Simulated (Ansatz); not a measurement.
# Sb: response to strain

Aim: deform Sb (zz strain of -1 %) and compute stress, forces and field gradients with LAPW, PAW and all-electron datasets made for the crystal.

Method: DFT PBE, scalar-relativistic, in Ansatz 0.2.0.

**1. The system as given**

The structure is tetragonal, space group I4/mmm (No. 139). Conventional cell: a = 3.010 Å, b = 3.010 Å, c = 4.960 Å, α = 90.00°, β = 90.00°, γ = 90.00°. Sb (site symmetry 4/mmm) has 12 Sb at 3.01 to 3.27 Å as nearest neighbours.

Structure file:

```cif
data_structure
_symmetry_space_group_name_H-M 'I4/mmm'
_symmetry_Int_Tables_number 139
_cell_length_a 3.0100
_cell_length_b 3.0100
_cell_length_c 4.9600
_cell_angle_alpha 90.000
_cell_angle_beta 90.000
_cell_angle_gamma 90.000
_cell_volume 44.94
loop_
_atom_site_label
_atom_site_type_symbol
_atom_site_symmetry_multiplicity
_atom_site_Wyckoff_symbol
_atom_site_fract_x
_atom_site_fract_y
_atom_site_fract_z
_atom_site_occupancy
Sb1 Sb 2 a 0.00000 0.00000 0.00000 1
```

The file gives the conventional cell by its symmetry; the runs use the cell typed in the input.

**2. The deformed structure**

Space group I4/mmm before, I4/mmm after.

**3. All-electron LAPW**

input.yaml reads:

```yaml
crystal:
  lattice:
    - [-1.505, 1.505, 2.4552]
    - [1.505, -1.505, 2.4552]
    - [1.505, 1.505, -2.4552]
  atoms:
    - { symbol: Sb, position: [0.0, 0.0, 0.0] }
kpoints:
  mp_grid: { grid: [19, 19, 19] }
  band_path:
    path:
      - [0.0, 0.0, 0.0]
      - [0.0, 0.0, 0.5]
      - [0.25, 0.25, 0.25]
      - [0.0, 0.5, 0.0]
      - [0.0, 0.0, 0.0]
      - [0.5, 0.5, -0.5]
      - [0.3439375562, 0.6560624438, -0.3439375562]
      - [-0.3439375562, 0.3439375562, 0.3439375562]
      - [0.0, 0.0, 0.0]
    npoints: 5
scf:
  occupations: { method: fermi_dirac, width: 0.05 }
hamiltonian:
  xc: pbe
  pseudopotentials: { kind: all_electron, lapw: { basis_error: 0.00025 } }
output:
  forces: true
  stress: true
  eigenvalues: true
```

On the command line:

```bash
> ansatz run input.yaml --threads 1 --pin off --max-ram 3072MiB --backend cpu --events-out ev --progress --plain --runs-dir out
```

**4. PAW on the default files**

input.yaml reads:

```yaml
crystal:
  lattice:
    - [-1.505, 1.505, 2.4552]
    - [1.505, -1.505, 2.4552]
    - [1.505, 1.505, -2.4552]
  atoms:
    - { symbol: Sb, position: [0.0, 0.0, 0.0] }
kpoints:
  mp_grid: { grid: [19, 19, 19] }
scf:
  occupations: { method: fermi_dirac, width: 0.05 }
hamiltonian:
  xc: pbe
  pseudopotentials: { kind: paw }
output:
  forces: true
  stress: true
  eigenvalues: true
  efg: { contact_densities: true }
```

**5. Datasets made for this crystal**

Edit input.yaml of step 4 so:

```diff
@@ -13,3 +13,3 @@
   xc: pbe
-  pseudopotentials: { kind: paw }
+  pseudopotentials: { kind: all_electron, datasets: crystal }
 output:
```

(Steps that only read results are left out.)

Q: Predict the outcome of this session. Wanted: pressure; largest shear or deviatoric stress.

**Answer**, as computed:

| quantity | value |
| --- | --- |
| pressure | LAPW 20.55, PAW 20.55, crystal datasets 20.55 GPa |
| largest shear or deviatoric stress (LAPW) | 1.09 GPa |

In words: The largest part of the stress beyond the pressure is 1.09 GPa in size, in the zz component. No run of the undeformed cell stands beside it, so the pressure holds what the given cell had before the change. PAW: stress within 0.01 GPa of LAPW. Crystal datasets: stress within 0.01 GPa of LAPW. Spin-orbit coupling is left out, though the cell holds Sb; in elements this heavy it can shift bands and gaps by tenths of an eV.
